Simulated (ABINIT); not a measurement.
**Ti in ABINIT: convergence with tolvrs**

Input of the first run (tolvrs 0.01); the others differ in this setting and in those tied to it:

run.abi

```
# Pseudopotentials
pp_dirpath "./"
pseudos "Ti_ONCV_PBE-1.2.upf"

# Structure
acell 8.6310875383 8.6310875383 5.3408276316
rprim
     1.0000000000     0.0000000000     0.0000000000
    -0.5000000000     0.8660254038     0.0000000000
     0.0000000000     0.0000000000     1.0000000000
ntypat 1
znucl 22
natom 3
typat 1 1 1
xcart
     2.2836874155     1.3184875438     1.4131221350
    -0.0000000002     2.6369750881     1.4131221350
     0.0000000000     0.0000000000     0.0000000000 Angstrom

# Plane-wave basis
ecut 26.0

# k points
kptopt 1
ngkpt 7 7 9
nshiftk 1
shiftk 0.0 0.0 0.0

# Exchange and correlation
ixc 15

# Bands and occupations
nband 22
occopt 6
tsmear 0.1 eV

# SCF cycle
nstep 100
tolvrs 0.01

# Output
iomode 3
prtwf 0
prtden 0
prteig 0
prtebands 0
enunit 2
```

Potentials or basis: SG15 NC PBE v1.2.

The run is started by

```console
$ abinit run.abi > log 2>&1
```

This isn't the form of Ti at room conditions, which is hcp.

Hardware: 1 thread of Arm Neoverse V2, on a shared host.

| tolvrs | energy less the tightest run (meV/atom) | pressure (GPa) | SCF cycles | CPU time (s) | peak memory (GiB) |
| --- | --- | --- | --- | --- | --- |
| 0.01 | 0.07 | 4.20 | 7 | 33 | 0.09 |
| 0.001 | 0.07 | 4.20 | 7 | 33 | 0.09 |
| 0.0001 | 0.07 | 4.20 | 7 | 33 | 0.09 |
| 1e-05 | 0.00 | 4.08 | 10 | 44 | 0.09 |
| 1e-06 | 0.00 | 4.10 | 12 | 51 | 0.09 |
| 1e-08 | 0.00 | 4.11 | 17 | 70 | 0.09 |
| 1e-10 | 0.00 | 4.11 | 23 | 92 | 0.09 |
| 1e-13 | 0.00 | 4.11 | 33 | 130 | 0.09 |

Against the tightest run, the energy stays within 1 meV/atom from 0.01 on; the pressure stays within 0.1 GPa from 0.01 on. The tightest run that finished is the yardstick and may itself not be fully converged.

Caveat, for the tightest run too: the potentials were made for another functional, which shifts forces and pressure.
